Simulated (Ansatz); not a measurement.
# TiO2: energy and stress against strain

The task, for TiO2: strain the cell along the Voigt pattern (0, 0, 0, 0, 0, 1).

Computed with Ansatz 0.2.0 (DFT PBE, scalar-relativistic, plane waves, PAW, unless a step's input says otherwise).

1 further run of the same task is left out (set aside as unsound or not needed).

## (1) The system as given

The structure is tetragonal, space group P4_2/mnm (No. 136). The conventional cell has a = 4.643 Å, b = 4.643 Å, c = 2.964 Å, α = 90.00°, β = 90.00°, γ = 90.00°. Around Ti (site symmetry mmm) lie 6 O at 1.96 to 2.00 Å. O (site symmetry m2m) is surrounded by 3 Ti at 1.96 to 2.00 Å.

Structure file:

```cif
data_structure
_symmetry_space_group_name_H-M 'P 1'
_symmetry_Int_Tables_number 1
_cell_length_a 4.6431
_cell_length_b 4.6431
_cell_length_c 2.9640
_cell_angle_alpha 90.000
_cell_angle_beta 90.000
_cell_angle_gamma 90.000
_cell_volume 63.90
loop_
_atom_site_label
_atom_site_type_symbol
_atom_site_fract_x
_atom_site_fract_y
_atom_site_fract_z
_atom_site_occupancy
Ti1 Ti 0.00000 0.00000 0.00000 1
Ti2 Ti 0.50000 0.50000 0.50000 1
O1 O 0.30511 0.30511 0.00000 1
O2 O 0.19489 0.80511 0.50000 1
O3 O 0.69489 0.69489 0.00000 1
O4 O 0.80511 0.19489 0.50000 1
```

It is the result of an earlier relaxation at this level (volume 10.65 Å³/atom; gap on the mesh: 1.86 eV).

## (2) The reference cell

The reference gives a free energy of -7277.3052 eV, pressure 0.01 GPa, largest force 0.002 eV/Å and gap on the mesh 1.86 eV. It was computed beforehand with the settings of the runs below.

## (3) Next: energy and stress against strain

The cell is strained by ε times the Voigt pattern (0, 0, 0, 0, 0, 1) (xx, yy, zz, yz, xz, xy; engineering shear), with fractional coordinates fixed (clamped ions). The stress on the pattern is the sum of the stress components weighted by it, tension positive.

## (4) Point ε = -0.0200

File input.yaml:

```yaml
crystal:
  lattice:
    - [4.6430645122, -0.0464306451, 0.0]
    - [-0.0464306451, 4.6430645122, 0.0]
    - [0.0, 0.0, 2.964024399]
  atoms:
    - { symbol: Ti, position: [0.0, 0.0, 0.0] }
    - { symbol: Ti, position: [0.5, 0.5, 0.5] }
    - { symbol: O, position: [0.3051105247, 0.3051105247, 0.0] }
    - { symbol: O, position: [0.1948894753, 0.8051105247, 0.5] }
    - { symbol: O, position: [0.6948894753, 0.6948894753, 0.0] }
    - { symbol: O, position: [0.8051105247, 0.1948894753, 0.5] }
basis:
  ecutwfc: 420
kpoints:
  mp_grid: { grid: [6, 6, 10] }
hamiltonian:
  xc: pbe
scf:
  occupations: { method: gaussian, width: 0.05 }
output:
  forces: true
  stress: true
  eigenvalues: true
```

On the command line:

```console
$ ansatz run input.yaml --threads 1 --pin off --max-ram 2560MiB --backend cpu --events-out ev --progress --plain --runs-dir out
```

Log (excerpt; [...] marks lines left out):

```text
Warning: RAYON_NUM_THREADS=1 ignored (pool sized by the plan → 1); use --threads N
[...]
Pseudopotentials: kind: paw
Pseudopotential: Ti, paw, valence charge 12, recommended cutoff 420 eV (normal), Ti.paw.azcp
Pseudopotential: O, paw, valence charge 6, recommended cutoff 420 eV (normal), O.paw.azcp
Functional definition: PBE
[...]
Crystal: 6 atoms, lattice volume = 63.892 Å³
Basis set: ecut = 420 eV, 1249 PW (Γ), exchange–correlation on 64×64×40 points (8 copies of the dense FFT grid, shifted against one another)
Bands: 30, of which v1, the nominal top of the filled ones, is band 24 counted from 1 (23 counted from 0)
Symmetry: 8 space group operations
Space group: Cmmm (ITA 65), of the structure as read, at distance tolerance 4.0e-5 Å
k-points: 78 of 360
[...]
SCF iter   1: F=—  HF=-7277.287277 eV  |F-HF|=—  |Δ(HF+E_count)|=         —  Δρ=2.30e-3  dr2=2.25e-3  ethr=1.77e-3  ⟨swp⟩=4.9  Hψ=9343  notcnv=0
[...]
SCF iter   7: F=-7277.288382 eV  HF=-7277.288382 eV  |F-HF|=3.79e-9  |Δ(HF+E_count)|=   1.29e-7  Δρ=1.11e-5  dr2=8.28e-8  ethr=2.08e-10  ⟨swp⟩=5.6  Hψ=8236  notcnv=0
[...]
SCF converged after 7 iterations
Free energy (F): -7277.288382 eV
[...]
E sigma→0 (E₀):  -7277.288382 eV
Fermi energy:    9.690866 eV
[...]
--- Forces (eV/Å), atoms counted from 1 ---
  atom   1  Ti     0.00000000     0.00000000     0.00000000
  atom   2  Ti    -0.00000000    -0.00000000    -0.00000000
  atom   3  O      0.01762938     0.01762938    -0.00000000
  atom   4  O      0.00612663    -0.00612663     0.00000000
  atom   5  O     -0.01762938    -0.01762938     0.00000000
  atom   6  O     -0.00612663     0.00612663    -0.00000000
[...]
--- Stress (GPa, compression-positive) ---
        0.142682       4.240423       0.000000
        4.240423       0.142682       0.000000
        0.000000       0.000000       0.075455
  P = ⅓ Tr σ = 0.1203 GPa (1.203 kbar)
--- Band table (eV; the first three rows and the last of 78) ---
[...]
```

Run time: 11 s. Hardware: 1 thread of AMD EPYC 7R43 (Zen 3), shared host; peak memory 0.43 GiB.

## (5) ε = 0.0150

input.yaml, as its differences from that of step 4:

```diff
@@ -2,4 +2,4 @@
   lattice:
-    - [4.6430645122, -0.0464306451, 0.0]
-    - [-0.0464306451, 4.6430645122, 0.0]
+    - [4.6430645122, 0.0348229838, 0.0]
+    - [0.0348229838, 4.6430645122, 0.0]
     - [0.0, 0.0, 2.964024399]
```

On the command line:

```console
$ ansatz run input.yaml --threads 1 --pin off --max-ram 2560MiB --backend cpu --events-out ev --progress --plain --runs-dir out
```

Log (excerpt; [...] marks lines left out):

```text
[...]
SCF converged after 7 iterations
Free energy (F): -7277.295759 eV
[...]
E sigma→0 (E₀):  -7277.295759 eV
Fermi energy:    9.692664 eV
[...]
--- Forces (eV/Å), atoms counted from 1 ---
  atom   1  Ti     0.00000000     0.00000000     0.00000000
  atom   2  Ti    -0.00000000     0.00000000     0.00000000
  atom   3  O     -0.00502248    -0.00502248     0.00000000
  atom   4  O     -0.01269809     0.01269809     0.00000000
  atom   5  O      0.00502248     0.00502248     0.00000000
  atom   6  O      0.01269809    -0.01269809     0.00000000
[...]
--- Stress (GPa, compression-positive) ---
        0.090769      -3.179404       0.000000
       -3.179404       0.090769       0.000000
        0.000000       0.000000       0.037161
  P = ⅓ Tr σ = 0.0729 GPa (0.729 kbar)
--- Band table (eV; the first three rows and the last of 78) ---
[...]
```

It took 7.7 s on 1 thread of AMD EPYC 7R43 (Zen 3), shared host; peak memory 0.41 GiB.

## (6) At ε = -0.0100

input.yaml, as its differences from that of step 5:

```diff
@@ -2,4 +2,4 @@
   lattice:
-    - [4.6430645122, 0.0348229838, 0.0]
-    - [0.0348229838, 4.6430645122, 0.0]
+    - [4.6430645122, -0.0232153226, 0.0]
+    - [-0.0232153226, 4.6430645122, 0.0]
     - [0.0, 0.0, 2.964024399]
```

On the command line:

```console
$ ansatz run input.yaml --threads 1 --pin off --max-ram 2560MiB --backend cpu --events-out ev --progress --plain --runs-dir out
```

Log (excerpt; [...] marks lines left out):

```text
Warning: RAYON_NUM_THREADS=1 ignored (pool sized by the plan → 1); use --threads N
[...]
[... 4 set-up lines as earlier in the session ...]
[...]
Crystal: 6 atoms, lattice volume = 63.897 Å³
Basis set: ecut = 420 eV, 1245 PW (Γ), exchange–correlation on 64×64×40 points (8 copies of the dense FFT grid, shifted against one another)
Bands: 30, of which v1, the nominal top of the filled ones, is band 24 counted from 1 (23 counted from 0)
[... 2 set-up lines as earlier in the session ...]
k-points: 78 of 360
[...]
SCF iter   1: F=—  HF=-7277.300005 eV  |F-HF|=—  |Δ(HF+E_count)|=         —  Δρ=2.29e-3  dr2=2.21e-3  ethr=1.77e-3  ⟨swp⟩=4.9  Hψ=9349  notcnv=0
[...]
SCF iter   7: F=-7277.301101 eV  HF=-7277.301101 eV  |F-HF|=1.66e-8  |Δ(HF+E_count)|=   7.71e-8  Δρ=8.76e-6  dr2=5.41e-8  ethr=2.08e-10  ⟨swp⟩=7.1  Hψ=9009  notcnv=0
[...]
SCF converged after 7 iterations
Free energy (F): -7277.301101 eV
[...]
E sigma→0 (E₀):  -7277.301101 eV
Fermi energy:    9.692377 eV
[...]
--- Forces (eV/Å), atoms counted from 1 ---
  atom   1  Ti     0.00000000     0.00000000     0.00000000
  atom   2  Ti    -0.00000000    -0.00000000    -0.00000000
  atom   3  O      0.00837764     0.00837764    -0.00000000
  atom   4  O      0.00339077    -0.00339077     0.00000000
  atom   5  O     -0.00837764    -0.00837764     0.00000000
  atom   6  O     -0.00339077     0.00339077    -0.00000000
[...]
--- Stress (GPa, compression-positive) ---
        0.053582       2.119004       0.000000
        2.119004       0.053582       0.000000
        0.000000       0.000000       0.009773
  P = ⅓ Tr σ = 0.0390 GPa (0.390 kbar)
--- Band table (eV; the first three rows and the last of 78) ---
[...]
```

Run time: 9.8 s. Hardware: 1 thread of AMD EPYC 7R43 (Zen 3), shared host; peak memory 0.44 GiB.

## (7) ε = 0.0050

input.yaml, as its differences from that of step 6:

```diff
@@ -2,4 +2,4 @@
   lattice:
-    - [4.6430645122, -0.0232153226, 0.0]
-    - [-0.0232153226, 4.6430645122, 0.0]
+    - [4.6430645122, 0.0116076613, 0.0]
+    - [0.0116076613, 4.6430645122, 0.0]
     - [0.0, 0.0, 2.964024399]
```

On the command line:

```console
$ ansatz run input.yaml --threads 1 --pin off --max-ram 2560MiB --backend cpu --events-out ev --progress --plain --runs-dir out
```

Log (excerpt; [...] marks lines left out):

```text
[...]
SCF converged after 7 iterations
Free energy (F): -7277.304213 eV
[...]
E sigma→0 (E₀):  -7277.304213 eV
Fermi energy:    9.692263 eV
[...]
--- Forces (eV/Å), atoms counted from 1 ---
  atom   1  Ti     0.00000000     0.00000000     0.00000000
  atom   2  Ti     0.00000000     0.00000000     0.00000000
  atom   3  O     -0.00127770    -0.00127770     0.00000000
  atom   4  O     -0.00460139     0.00460139     0.00000000
  atom   5  O      0.00127770     0.00127770     0.00000000
  atom   6  O      0.00460139    -0.00460139     0.00000000
[...]
--- Stress (GPa, compression-positive) ---
        0.030753      -1.059576       0.000000
       -1.059576       0.030753       0.000000
        0.000000       0.000000      -0.006629
  P = ⅓ Tr σ = 0.0183 GPa (0.183 kbar)
--- Band table (eV; the first three rows and the last of 78) ---
[...]
```

Wall time 8.1 s (1 thread of AMD EPYC 7R43 (Zen 3), shared host); peak memory 0.44 GiB.

## (8) Point ε = 0.0175

input.yaml, as its differences from that of step 7:

```diff
@@ -2,4 +2,4 @@
   lattice:
-    - [4.6430645122, 0.0116076613, 0.0]
-    - [0.0116076613, 4.6430645122, 0.0]
+    - [4.6430645122, 0.0406268145, 0.0]
+    - [0.0406268145, 4.6430645122, 0.0]
     - [0.0, 0.0, 2.964024399]
```

On the command line:

```console
$ ansatz run input.yaml --threads 1 --pin off --max-ram 2560MiB --backend cpu --events-out ev --progress --plain --runs-dir out
```

Log (excerpt; [...] marks lines left out):

```text
Warning: RAYON_NUM_THREADS=1 ignored (pool sized by the plan → 1); use --threads N
[...]
[... 4 set-up lines as earlier in the session ...]
[...]
Crystal: 6 atoms, lattice volume = 63.894 Å³
Basis set: ecut = 420 eV, 1249 PW (Γ), exchange–correlation on 64×64×40 points (8 copies of the dense FFT grid, shifted against one another)
Bands: 30, of which v1, the nominal top of the filled ones, is band 24 counted from 1 (23 counted from 0)
[... 2 set-up lines as earlier in the session ...]
k-points: 78 of 360
[...]
SCF iter   1: F=—  HF=-7277.291224 eV  |F-HF|=—  |Δ(HF+E_count)|=         —  Δρ=2.30e-3  dr2=2.24e-3  ethr=1.77e-3  ⟨swp⟩=4.9  Hψ=9356  notcnv=0
[...]
SCF iter   7: F=-7277.292330 eV  HF=-7277.292330 eV  |F-HF|=5.17e-9  |Δ(HF+E_count)|=   1.22e-7  Δρ=1.08e-5  dr2=7.89e-8  ethr=2.08e-10  ⟨swp⟩=7.2  Hψ=8852  notcnv=0
[...]
SCF converged after 7 iterations
Free energy (F): -7277.292330 eV
[...]
E sigma→0 (E₀):  -7277.292330 eV
Fermi energy:    9.692499 eV
[...]
--- Forces (eV/Å), atoms counted from 1 ---
  atom   1  Ti     0.00000000     0.00000000     0.00000000
  atom   2  Ti     0.00000000    -0.00000000    -0.00000000
  atom   3  O     -0.00562119    -0.00562119    -0.00000000
  atom   4  O     -0.01508924     0.01508924     0.00000000
  atom   5  O      0.00562119     0.00562119     0.00000000
  atom   6  O      0.01508924    -0.01508924    -0.00000000
[...]
--- Stress (GPa, compression-positive) ---
        0.114931      -3.709786       0.000000
       -3.709786       0.114931       0.000000
        0.000000       0.000000       0.055016
  P = ⅓ Tr σ = 0.0950 GPa (0.950 kbar)
--- Band table (eV; the first three rows and the last of 78) ---
[...]
```

It took 8.1 s on 1 thread of AMD EPYC 7R43 (Zen 3), shared host; peak memory 0.44 GiB.

## (9) ε = 0.0125

input.yaml, as its differences from that of step 8:

```diff
@@ -2,4 +2,4 @@
   lattice:
-    - [4.6430645122, 0.0406268145, 0.0]
-    - [0.0406268145, 4.6430645122, 0.0]
+    - [4.6430645122, 0.0290191532, 0.0]
+    - [0.0290191532, 4.6430645122, 0.0]
     - [0.0, 0.0, 2.964024399]
```

On the command line:

```console
$ ansatz run input.yaml --threads 1 --pin off --max-ram 2560MiB --backend cpu --events-out ev --progress --plain --runs-dir out
```

Log (excerpt; [...] marks lines left out):

```text
[...]
SCF converged after 7 iterations
Free energy (F): -7277.298699 eV
[...]
E sigma→0 (E₀):  -7277.298699 eV
Fermi energy:    9.692540 eV
[...]
--- Forces (eV/Å), atoms counted from 1 ---
  atom   1  Ti     0.00000000     0.00000000     0.00000000
  atom   2  Ti     0.00000000     0.00000000     0.00000000
  atom   3  O     -0.00427042    -0.00427042     0.00000000
  atom   4  O     -0.01045920     0.01045920     0.00000000
  atom   5  O      0.00427042     0.00427042     0.00000000
  atom   6  O      0.01045920    -0.01045920     0.00000000
[...]
--- Stress (GPa, compression-positive) ---
        0.070037      -2.649125       0.000000
       -2.649125       0.070037       0.000000
        0.000000       0.000000       0.021916
  P = ⅓ Tr σ = 0.0540 GPa (0.540 kbar)
--- Band table (eV; the first three rows and the last of 78) ---
[...]
```

Wall time 8.1 s (1 thread of AMD EPYC 7R43 (Zen 3), shared host); peak memory 0.44 GiB.

## (10) At ε = 0.0075

input.yaml, as its differences from that of step 9:

```diff
@@ -2,4 +2,4 @@
   lattice:
-    - [4.6430645122, 0.0290191532, 0.0]
-    - [0.0290191532, 4.6430645122, 0.0]
+    - [4.6430645122, 0.0174114919, 0.0]
+    - [0.0174114919, 4.6430645122, 0.0]
     - [0.0, 0.0, 2.964024399]
```

On the command line:

```console
$ ansatz run input.yaml --threads 1 --pin off --max-ram 2560MiB --backend cpu --events-out ev --progress --plain --runs-dir out
```

Log (excerpt; [...] marks lines left out):

```text
Warning: RAYON_NUM_THREADS=1 ignored (pool sized by the plan → 1); use --threads N
[...]
[... 4 set-up lines as earlier in the session ...]
[...]
Crystal: 6 atoms, lattice volume = 63.898 Å³
Basis set: ecut = 420 eV, 1249 PW (Γ), exchange–correlation on 64×64×40 points (8 copies of the dense FFT grid, shifted against one another)
Bands: 30, of which v1, the nominal top of the filled ones, is band 24 counted from 1 (23 counted from 0)
[... 2 set-up lines as earlier in the session ...]
k-points: 78 of 360
[...]
SCF iter   1: F=—  HF=-7277.301817 eV  |F-HF|=—  |Δ(HF+E_count)|=         —  Δρ=2.29e-3  dr2=2.21e-3  ethr=1.77e-3  ⟨swp⟩=4.8  Hψ=9339  notcnv=0
[...]
SCF iter   7: F=-7277.302910 eV  HF=-7277.302910 eV  |F-HF|=2.17e-8  |Δ(HF+E_count)|=   4.16e-8  Δρ=7.80e-6  dr2=4.32e-8  ethr=2.08e-10  ⟨swp⟩=7.2  Hψ=9244  notcnv=0
[...]
SCF converged after 7 iterations
Free energy (F): -7277.302910 eV
[...]
E sigma→0 (E₀):  -7277.302910 eV
Fermi energy:    9.692251 eV
[...]
--- Forces (eV/Å), atoms counted from 1 ---
  atom   1  Ti     0.00000000    -0.00000000     0.00000000
  atom   2  Ti     0.00000000     0.00000000     0.00000000
  atom   3  O     -0.00240608    -0.00240608     0.00000000
  atom   4  O     -0.00640826     0.00640826     0.00000000
  atom   5  O      0.00240608     0.00240608     0.00000000
  atom   6  O      0.00640826    -0.00640826     0.00000000
[...]
--- Stress (GPa, compression-positive) ---
        0.040280      -1.589265       0.000000
       -1.589265       0.040280       0.000000
        0.000000       0.000000       0.000094
  P = ⅓ Tr σ = 0.0269 GPa (0.269 kbar)
--- Band table (eV; the first three rows and the last of 78) ---
[...]
```

It took 8.1 s on 1 thread of AMD EPYC 7R43 (Zen 3), shared host; peak memory 0.44 GiB.

## (11) At ε = 0.0025

input.yaml, as its differences from that of step 10:

```diff
@@ -2,4 +2,4 @@
   lattice:
-    - [4.6430645122, 0.0174114919, 0.0]
-    - [0.0174114919, 4.6430645122, 0.0]
+    - [4.6430645122, 0.0058038306, 0.0]
+    - [0.0058038306, 4.6430645122, 0.0]
     - [0.0, 0.0, 2.964024399]
```

On the command line:

```console
$ ansatz run input.yaml --threads 1 --pin off --max-ram 2560MiB --backend cpu --events-out ev --progress --plain --runs-dir out
```

Log (excerpt; [...] marks lines left out):

```text
[...]
SCF converged after 7 iterations
Free energy (F): -7277.305040 eV
[...]
E sigma→0 (E₀):  -7277.305040 eV
Fermi energy:    9.692213 eV
[...]
--- Forces (eV/Å), atoms counted from 1 ---
  atom   1  Ti     0.00000000    -0.00000000     0.00000000
  atom   2  Ti     0.00000000     0.00000000     0.00000000
  atom   3  O     -0.00004346    -0.00004346     0.00000000
  atom   4  O     -0.00295143     0.00295143     0.00000000
  atom   5  O      0.00004346     0.00004346     0.00000000
  atom   6  O      0.00295143    -0.00295143     0.00000000
[...]
--- Stress (GPa, compression-positive) ---
        0.025230      -0.530225       0.000000
       -0.530225       0.025230       0.000000
        0.000000       0.000000      -0.010487
  P = ⅓ Tr σ = 0.0133 GPa (0.133 kbar)
--- Band table (eV; the first three rows and the last of 78) ---
[...]
```

It took 11 s on 1 thread of AMD EPYC 7R43 (Zen 3), shared host; peak memory 0.44 GiB.

## (12) Results of the scan

All points in order; energies are free energies above the reference cell:

| ε | ΔE (meV/atom) | stress on the pattern (GPa) | pressure (GPa) | gap on the mesh (eV) |
| --- | --- | --- | --- | --- |
| -0.0200 | 2.8 | -4.24 | 0.1 | 1.86 |
| -0.0100 | 0.7 | -2.12 | 0.0 | 1.86 |
| 0.0000 | 0.0 | 0.00 | 0.0 | 1.86 |
| 0.0025 | 0.0 | 0.53 | 0.0 | 1.86 |
| 0.0050 | 0.2 | 1.06 | 0.0 | 1.86 |
| 0.0075 | 0.4 | 1.59 | 0.0 | 1.86 |
| 0.0125 | 1.1 | 2.65 | 0.1 | 1.86 |
| 0.0150 | 1.6 | 3.18 | 0.1 | 1.86 |
| 0.0175 | 2.1 | 3.71 | 0.1 | 1.86 |

Not run, since symmetry makes them alike: 0.0200 repeats -0.0200, -0.0150 repeats 0.0150, 0.0100 repeats -0.0100, -0.0050 repeats 0.0050. Energy, pressure and gap are the same there.

## (13) Summary of results

| quantity | value |
| --- | --- |
| slope of the stress at ε = 0, from the points at -0.0100, 0 and 0.0025 | 212 GPa |

The slope of the stress at zero strain, 212 GPa, estimates C66 with clamped ions in this Cartesian frame; letting the atoms relax could not make it stiffer. The undisturbed cell stays the lowest of the sampled points. The gap on the mesh stays at 1.86 eV.
